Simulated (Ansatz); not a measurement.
# CaSe: the cost of one run

Program: Ansatz 0.2.0. Level of theory: reference: DFT, HSE06, plane waves, PAW. These are calculated values, not measurements.

2 further runs of the same task are left out: 1 for a known fault of the program, 1 that didn't finish.

## Step 1: Starting point

Symmetry: Pm-3m, No. 221, cubic system. The conventional cell has a = 3.635 Å, b = 3.635 Å, c = 3.635 Å, α = 90.00°, β = 90.00°, γ = 90.00°. Ca (site symmetry m-3m) is surrounded by 8 Se at 3.15 Å. Se (site symmetry m-3m) is surrounded by 8 Ca at 3.15 Å.

As a file:

```xyz
2
Lattice="3.6348 0.0000 0.0000 0.0000 3.6348 0.0000 0.0000 0.0000 3.6348" Properties=species:S:1:pos:R:3 pbc="T T T"
Ca    0.0000    0.0000    0.0000
Se    1.8174    1.8174    1.8174
```

## Step 2: Reference

input.yaml reads:

```yaml
crystal:
  lattice:
    - [3.6347849122, 0.0, 0.0]
    - [0.0, 3.6347849122, 0.0]
    - [0.0, 0.0, 3.6347849122]
  atoms:
    - { symbol: Ca, position: [0.0, 0.0, 0.0] }
    - { symbol: Se, position: [0.5, 0.5, 0.5] }
kpoints:
  mp_grid: { grid: [4, 4, 4] }
hamiltonian:
  xc: hse06
scf:
  occupations: { method: fixed }
  n_extra_bands: 4
output:
  forces: true
  stress: true
  eigenvalues: true
```

Started as:

```sh
> ansatz run input.yaml --threads 4 --pin off --max-ram 3686MiB --backend cpu --events-out ev --progress --plain --runs-dir out
```

What time and memory should one allow on 4 threads of an x86-64 CPU, shared host?

About 14 s, with a peak of 0.73 GiB.
